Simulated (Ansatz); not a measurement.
# SiSe2: the cost of one run

Method: reference: DFT PBE, plane waves, PAW, scalar-relativistic, no spin polarisation, in Ansatz 0.2.0.

## (1) Starting point

The structure is orthorhombic, space group Ibam (No. 72). Conventional cell: a = 5.917 Å, b = 10.022 Å, c = 5.802 Å, α = 90.00°, β = 90.00°, γ = 90.00°. Si (site symmetry 222) has 4 Se at 2.26 Å as nearest neighbours. Se (site symmetry m) is surrounded by 2 Si at 2.26 Å.

Structure file:

```cif
data_structure
_symmetry_space_group_name_H-M 'Ibam'
_symmetry_Int_Tables_number 72
_cell_length_a 5.9168
_cell_length_b 10.0220
_cell_length_c 5.8017
_cell_angle_alpha 90.000
_cell_angle_beta 90.000
_cell_angle_gamma 90.000
_cell_volume 344.03
loop_
_atom_site_label
_atom_site_type_symbol
_atom_site_symmetry_multiplicity
_atom_site_Wyckoff_symbol
_atom_site_fract_x
_atom_site_fract_y
_atom_site_fract_z
_atom_site_occupancy
Si1 Si 4 a 0.00000 0.00000 0.75000 1
Se1 Se 8 j 0.28300 0.38300 0.50000 1
```

## (2) The reference run

Contents of input.yaml:

```yaml
crystal:
  lattice:
    - [0.0, 0.0, 5.801652]
    - [5.010994, -2.958424, 2.900826]
    - [5.010994, 2.958424, -2.900826]
  atoms:
    - { symbol: Si, position: [0.25, 0.0, 0.0] }
    - { symbol: Si, position: [0.75, 0.0, 0.0] }
    - { symbol: Se, position: [0.217, 0.9, 0.334] }
    - { symbol: Se, position: [0.783, 0.1, 0.666] }
    - { symbol: Se, position: [0.283, 0.334, 0.9] }
    - { symbol: Se, position: [0.717, 0.666, 0.1] }
  symmetry: { tolerance: 0.0003 }
kpoints:
  mp_grid: { grid: [4, 4, 4], shift: [0, 0, 0] }
magnetization:
  spin_polarized: false
scf:
  occupations: { method: fermi_dirac }
hamiltonian:
  pseudopotentials: { kind: paw }
  xc: pbe
basis:
  ecutwfc: 420
output:
  forces: true
  stress: true
  eigenvalues: true
relax:
  max_steps: 40
  cell: {}
```

Command:

```console
$ ansatz run input.yaml --threads 1 --pin off --max-ram 2560MiB --backend cpu --events-out ev --progress --plain --runs-dir out
```

Q: Estimate wall time and peak memory on 1 thread of Intel Xeon Platinum 8375C at 2.90GHz (Ice Lake), shared host.

About 68 s, with a peak of 0.59 GiB.
